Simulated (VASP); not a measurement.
# ScAl3 (Pm-3m) in VASP: notebook

Runs on ScAl3. Level: PBE. Tasks: single point, relaxation of cell and atoms.

All numbers are computed with VASP 6.6.1; they aren't measurements. Logs are shortened: lines on timing, memory, paths and dates and some standing lists are left out, and cuts for length are marked.

### 1 Starting point

The structure is cubic, space group Pm-3m (No. 221). Conventional cell: a = 4.106 Å, b = 4.106 Å, c = 4.106 Å, α = 90.00°, β = 90.00°, γ = 90.00°. Around Sc (site symmetry m-3m) lie 12 Al at 2.90 Å. Al (site symmetry 4/mmm) is surrounded by 4 Sc at 2.90 Å and 8 Al at 2.90 Å.

The cell is a database's computed one.

### 2 Single point, PBE

The input, INCAR:

```
SYSTEM = ScAl3
ALGO = Normal
EDIFF = 1E-6
ENCUT = 520
GGA = PE
ISIF = 2
ISMEAR = 0
LASPH = .True.
LCHARG = .False.
LREAL = .False.
LWAVE = .False.
NBANDS = 18
NELM = 80
PREC = Accurate
SIGMA = 0.1
```

The input, KPOINTS:

```
k-points
0
Gamma
  12 12 12
  0 0 0
```

The input, POSCAR:

```
ScAl3
1.0
    4.1059087782      0.0000000000      0.0000000000
    0.0000000000      4.1059087782      0.0000000000
    0.0000000000      0.0000000000      4.1059087782
Sc Al
1 3
Direct
    0.0000000000      0.0000000000      0.0000000000
    0.5000000000      0.0000000000      0.5000000000
    0.0000000000      0.5000000000      0.5000000000
    0.5000000000      0.5000000000      0.0000000000
```

Potentials or basis: VASP PAW PBE potentials, release 64 (Sc_sv, Al).

Launch:

```bash
cat potpaw_PBE.64/Sc_sv/POTCAR potpaw_PBE.64/Al/POTCAR > POTCAR
mpirun -np 1 vasp_std > vasp.out
```

OUTCAR:

```text
SYSTEM = ScAl3
   EDIFF = 1E-6
   ENCUT = 520
   GGA = PE
   ISIF = 2
   ISMEAR = 0
   LASPH = .True.
   LREAL = .False.
   NELM = 80
   PREC = Accurate

 ion  position               nearest neighbor table
   1  0.000  0.000  0.000-   2 2.90   3 2.90   4 2.90   2 2.90   3 2.90   3 2.90   4 2.90   3 2.90
                             2 2.90   4 2.90   2 2.90   4 2.90
   2  0.500  0.000  0.500-   1 2.90   3 2.90   4 2.90   1 2.90   4 2.90   3 2.90   4 2.90   4 2.90
                             1 2.90   3 2.90   1 2.90   3 2.90
   3  0.000  0.500  0.500-   1 2.90   2 2.90   4 2.90   1 2.90   4 2.90   1 2.90   2 2.90   1 2.90
                             2 2.90   4 2.90   4 2.90   2 2.90
   4  0.500  0.500  0.000-   1 2.90   2 2.90   3 2.90   2 2.90   3 2.90   1 2.90   2 2.90   2 2.90
                             1 2.90   3 2.90   3 2.90   1 2.90

  LATTYP: Found a simple cubic cell.
 ALAT       =     4.1059087782

  Lattice vectors:

 A1 = (   4.1059087782,   0.0000000000,   0.0000000000)
 A2 = (   0.0000000000,   4.1059087782,   0.0000000000)
 A3 = (   0.0000000000,   0.0000000000,   4.1059087782)

Analysis of symmetry for initial positions (statically):
=====================================================================
 Subroutine PRICEL returns:
 Original cell was already a primitive cell.

 Routine SETGRP: Setting up the symmetry group for a
 simple cubic supercell.

 Subroutine GETGRP returns: Found 48 space group operations
 (whereof 48 operations were pure point group operations)
 out of a pool of 48 trial point group operations.

The static configuration has the point symmetry O_h .

Analysis of symmetry for dynamics (positions and initial velocities):
=====================================================================
 Subroutine PRICEL returns:
 Original cell was already a primitive cell.

 Routine SETGRP: Setting up the symmetry group for a
 simple cubic supercell.

 Subroutine GETGRP returns: Found 48 space group operations
 (whereof 48 operations were pure point group operations)
 out of a pool of 48 trial point group operations.

The dynamic configuration has the point symmetry O_h .

 Subroutine INISYM returns: Found 48 space group operations
 (whereof 48 operations are pure point group operations),
 and found     1 'primitive' translations

[... 99 lines left out ...]
   LREAL  =      F    real-space projection
   EDIFFG = 0.1E-04   stopping-criterion for IOM
   NSW    =      0    number of steps for IOM
   IBRION =     -1    ionic relax: 0-MD 1-quasi-New 2-CG
   NFREE  =      0    steps in history (QN), initial steepest desc. (CG)
   ISIF   =      2    stress and relaxation
   ISYM   =      2    0-nonsym 1-usesym 2-fastsym
   POTIM  = 0.5000    time-step for ionic-motion
   TEBEG  =    0.0;   TEEND  =   0.0 temperature during run
   PSTRESS=    0.0 pullay stress
   NELECT =      20.0000    total number of electrons
   NUPDOWN=      -1.0000    fix difference up-down
   EMIN   =  10.00;   EMAX   =-10.00  energy-range for DOS
   EFERMI =   0.00;   METHOD = LEGACY
   ISMEAR =     0;   SIGMA  =   0.10  broadening in eV -4-tet -1-fermi 0-gaus
   EFERMI_NEDOS =   21; number of points for ismear=-14 and -15
   IALGO  =     38    algorithm
   IMIX   =      4    mixing-type and parameters
     AMIX     =   0.40;   BMIX     =  1.00
     AMIX_MAG =   1.60;   BMIX_MAG =  1.00
  volume/ion in A,a.u.               =      17.30       116.78
  Fermi-wavevector in a.u.,A,eV,Ry     =   1.082286  2.045225 15.937101  1.171344
  Thomas-Fermi vector in A             =   2.218324
   LORBIT       =      0    0 simple, 1 ext, 2 COOP (PROOUT), +10 PAW based schemes
   GGA     = PE    functional components
   LHFCALC =     F    Hartree Fock is set to
   AEXX    =    0.0000 exact exchange contribution
   IVDW    =     0    specifies the selected vdW correction
   LEPSILON=     F    determine dielectric tensor
   LRPA    =     F    only Hartree local field effects (RPA)
 non-spin polarized calculation
 Gauss-broadening in eV      SIGMA  =   0.10
  energy-cutoff  :      520.00
  volume of cell :       69.22
 maximum number of plane-waves:      1888
 NGX is ok and might be reduce to    32
   NGX = 15   NGY = 15   NGZ = 15

 number of electron      19.9999997 magnetization

 Free energy of the ion-electron system (eV)
  ---------------------------------------------------
  ext. energy  EPLUGINS =         0.00000000
  ---------------------------------------------------
  free energy    TOTEN  =       -19.30268839 eV

  energy without entropy =      -19.29593946  energy(sigma->0) =      -19.29931393

 E-fermi :   7.1766     XC(G=0): -10.3653

 val. band max:        7.1444082712   @ k =   0.2500   0.0833   0.0000
 cond. band min:       7.1842547913   @ k =   0.5000   0.2500   0.2500
 fundamental gap:      0.0398465200
 Fermi energy:         7.1766415442

 k-point     1 :       0.0000    0.0000    0.0000
  band No.  band energies     occupation
      1     -41.8605      2.00000
      2     -20.5590      2.00000
      3     -20.5590      2.00000
      4     -20.5590      2.00000
      5      -2.8076      2.00000
      6       4.5498      2.00000
[... 481 lines left out ...]
      5      -0.4623      2.00000
      6       1.2239      2.00000
[... 10 lines left out ...]
     17      11.4989      0.00000
     18      13.0126      0.00000

 [... further k-points ...]

------------------------ aborting loop because EDIFF is reached ----------------------------------------

  FORCE on cell =-STRESS in cart. coord.  units (eV):
  Direction    XX          YY          ZZ          XY          YZ          ZX
  --------------------------------------------------------------------------------------
  -------------------------------------------------------------------------------------
  Total        0.0004491      0.0004491      0.0004491      0.0000000      0.0000000      0.0000000
  in kB        0.0103958      0.0103958      0.0103958      0.0000000      0.0000000      0.0000000
  external PRESSURE =       0.0103958 kB  Pullay stress =       0.0000000 kB

 VOLUME and BASIS-vectors are now :
 -----------------------------------------------------------------------------
  energy-cutoff  :      520.00
  volume of cell :       69.22
      direct lattice vectors                 reciprocal lattice vectors
     4.105908778  0.000000000  0.000000000     0.243551441  0.000000000  0.000000000
     0.000000000  4.105908778  0.000000000     0.000000000  0.243551441  0.000000000
     0.000000000  0.000000000  4.105908778     0.000000000  0.000000000  0.243551441

 POSITION                                       TOTAL-FORCE (eV/Angst)
 -----------------------------------------------------------------------------------
      0.00000      0.00000      0.00000         0.000000      0.000000      0.000000
      2.05295      0.00000      2.05295         0.000000      0.000000      0.000000
      0.00000      2.05295      2.05295         0.000000      0.000000      0.000000
      2.05295      2.05295      0.00000         0.000000      0.000000      0.000000
 -----------------------------------------------------------------------------------
    total drift:                               -0.000000      0.000000      0.000000

  FREE ENERGIE OF THE ION-ELECTRON SYSTEM (eV)
  ---------------------------------------------------
  free  energy   TOTEN  =       -19.3026883929 eV

  energy  without entropy=      -19.2959394636  energy(sigma->0) =      -19.29931393
```

OSZICAR:

```text
N       E                     dE             d eps       ncg     rms          rms(c)
DAV:   1     0.106133931823E+03    0.10613E+03   -0.82812E+03  3032   0.100E+03
DAV:   2    -0.153767491971E+02   -0.12151E+03   -0.11847E+03  3032   0.287E+02
DAV:   3    -0.201977630885E+02   -0.48210E+01   -0.46588E+01  4606   0.552E+01
DAV:   4    -0.203129462708E+02   -0.11518E+00   -0.11482E+00  4592   0.853E+00
DAV:   5    -0.203151461535E+02   -0.21999E-02   -0.21997E-02  4510   0.104E+00    0.870E+00
DAV:   6    -0.193708818295E+02    0.94426E+00   -0.36613E+00  4526   0.199E+01    0.298E+00
DAV:   7    -0.193272737630E+02    0.43608E-01   -0.12328E-01  4588   0.270E+00    0.184E+00
DAV:   8    -0.193033928105E+02    0.23881E-01   -0.46439E-02  4872   0.181E+00    0.318E-01
DAV:   9    -0.193030964468E+02    0.29636E-03   -0.98314E-03  4740   0.110E+00    0.189E-01
DAV:  10    -0.193026961085E+02    0.40034E-03   -0.15624E-03  5040   0.394E-01    0.443E-02
DAV:  11    -0.193027140694E+02   -0.17961E-04   -0.12198E-04  5020   0.897E-02    0.393E-02
DAV:  12    -0.193026879059E+02    0.26163E-04   -0.11492E-04  4372   0.118E-01    0.407E-03
DAV:  13    -0.193026883929E+02   -0.48705E-06   -0.25480E-06  3874   0.126E-02
   1 F= -.19302688E+02 E0= -.19299314E+02  d E =-.674893E-02
```

Wall time 46 s (1 thread of Intel Xeon 6975P-C (Granite Rapids), shared host); peak memory 0.22 GiB.

Results:

- Free energy: -19.3027 eV
- Pressure: 0.0 GPa
- Band gap on the k mesh: none (metal or under the smearing width)

### 3 Relaxation of cell and atoms, PBE

This run uses another cell than the first one, of 17.08 Å³/atom, 0.987 times its volume.

The input, INCAR:

```
ALGO = Normal
EDIFF = 1E-6
EDIFFG = -0.01
ENCUT = 600
GGA = PE
IBRION = 2
ISIF = 3
ISMEAR = 0
LASPH = True
LCHARG = False
LREAL = False
LWAVE = False
NELM = 100
NSW = 100
PREC = Accurate
SIGMA = 0.1
```

The input, KPOINTS:

```
k-points
0
Gamma
  12 12 12
```

The input, POSCAR:

```
ScAl3
1.0
    4.0878067000      0.0000000000      0.0000000000
    0.0000000000      4.0878067000      0.0000000000
    0.0000000000      0.0000000000      4.0878067000
Sc Al
1 3
Direct
    0.0000000000      0.0000000000      0.0000000000
    0.5000000000      0.0000000000      0.5000000000
    0.0000000000      0.5000000000      0.5000000000
    0.5000000000      0.5000000000      0.0000000000
```

Potentials or basis: VASP PAW PBE potentials, release 64 (Sc_sv, Al).

Launch:

```bash
cat potpaw_PBE.64/Sc_sv/POTCAR potpaw_PBE.64/Al/POTCAR > POTCAR
mpirun -np 1 vasp_std > vasp.out
```

It took 91 s on 1 thread of Intel Xeon 6975P-C (Granite Rapids), shared host; peak memory 0.27 GiB.

The run converged. Its results:

```
Free energy                            : -19.3033 eV
Relaxed volume                         : 17.31 Å³/atom
Relaxed cell                           : a = 4.106 Å, b = 4.106 Å, c = 4.106 Å, α = 90.00°, β = 90.00°, γ = 90.00°
Space group after relaxing (to 0.05 Å) : Pm-3m (No. 221)
Energy gained by relaxing              : 0.9 meV/atom
Ionic steps                            : 3
Pressure after relaxing                : 0.0 GPa
Band gap on the k mesh                 : none (metal or under the smearing width)
```

The path:
| step | energy change (eV) | largest force (eV/Å) | pressure (GPa) | volume (Å³) |
| --- | --- | --- | --- | --- |
| 1 | 0.0000 | 0.0000 | 1.22 | 68.31 |
| 2 | -0.0030 | 0.0000 | -0.45 | 69.60 |
| 3 | -0.0035 | 0.0000 | 0.00 | 69.24 |

Final structure:
```
CELL_PARAMETERS angstrom
4.10636 0.00000 0.00000
0.00000 4.10636 0.00000
0.00000 0.00000 4.10636
ATOMIC_POSITIONS crystal
Sc 0.00000 0.00000 0.00000
Al 0.50000 0.00000 0.50000
Al 0.00000 0.50000 0.50000
Al 0.50000 0.50000 0.00000
```

Levels at points of the mesh, in eV from the Fermi level:
| k point | band 6 | band 7 | band 8 | band 9 | band 10 | band 11 | band 12 | band 13 | band 14 |
| --- | --- | --- | --- | --- | --- | --- | --- | --- | --- |
| (0.00, 0.00, 0.00) | -2.63 | -2.63 | -1.83 | -1.83 | -1.83 | 1.24 | 1.28 | 1.28 | 1.28 |
| (0.50, 0.00, 0.00) | -7.30 | -1.72 | -1.72 | -1.47 | 0.77 | 0.96 | 0.96 | 1.34 | 1.61 |
| (0.50, 0.50, 0.00) | -5.64 | -5.64 | -4.35 | -0.55 | -0.55 | 1.18 | 1.34 | 2.04 | 2.45 |
| (0.50, 0.50, 0.50) | -4.80 | -4.80 | -4.45 | -2.97 | -2.97 | -2.97 | 0.91 | 2.56 | 2.56 |

### 4 Single point, PBE

This run uses another cell than the first one, of 17.08 Å³/atom, 0.987 times its volume.

The input, INCAR:

```
SYSTEM = ScAl3
PREC = Accurate ; ENCUT = 520
EDIFF = 1E-7 ; ISMEAR = 0
SIGMA = 0.1 ; LREAL = .False.
LASPH = .True. ; NELM = 100
ALGO = Fast ; ISIF = 2
LWAVE = .False. ; LCHARG = .True.
GGA = PE ; LELF = .True.
LVHAR = .True. ; NBANDS = 18
```

The input, KPOINTS:

```
Automatic mesh
0
Gamma
  4 4 4
  0 0 0
```

POSCAR is that of step 3.

Launch:

```bash
cat potpaw_PBE.64/Sc_sv/POTCAR potpaw_PBE.64/Al/POTCAR > POTCAR
mpirun -np 1 vasp_std > vasp.out
```

Run time: 18 s. Hardware: 1 thread of Intel Xeon 6975P-C (Granite Rapids), shared host; peak memory 0.15 GiB.

It converged, with:

* Free energy: -19.1751 eV
* Pressure: 1.4 GPa
* Band gap on the k mesh: none (metal or under the smearing width)

Levels at points of the mesh, in eV from the Fermi level:
```tsv
k point	band 8	band 9	band 10	band 11	band 12	band 13
(0.00, 0.00, 0.00)	-1.84	-1.84	-1.84	1.25	1.27	1.27
(0.50, 0.00, 0.00)	-1.74	-1.51	0.84	0.97	0.97	1.34
(0.50, 0.50, 0.00)	-4.39	-0.57	-0.57	1.18	1.35	2.06
(0.50, 0.50, 0.50)	-4.49	-2.99	-2.99	-2.99	0.93	2.59
```

Caveat: the k mesh is coarse (spacing up to 0.38 Å⁻¹), so the values aren't converged.

### 5 Summary

| task | cell | k mesh | cutoff (eV) | mesh quality | gap on the mesh (eV) | pressure (GPa) |
| --- | --- | --- | --- | --- | --- | --- |
| single point | Pm-3m, 17.3 Å³/atom | 12 × 12 × 12 | 520 | not flagged | none | 0.0 |
| relaxation of cell and atoms | relaxed | 12 × 12 × 12 | 600 | not flagged | none | 0.0 |
| single point | Pm-3m, 17.08 Å³/atom | 4 × 4 × 4 | 520 | coarse | none | 1.4 |

Alike in all rows: level PBE; potentials or basis VASP PAW PBE potentials, release 64 (Sc_sv, Al); no spin polarisation; smearing gaussian 0.1 eV.

Caveats: some runs use coarse meshes.

Absolute energies hang on the potentials; compare differences alone.
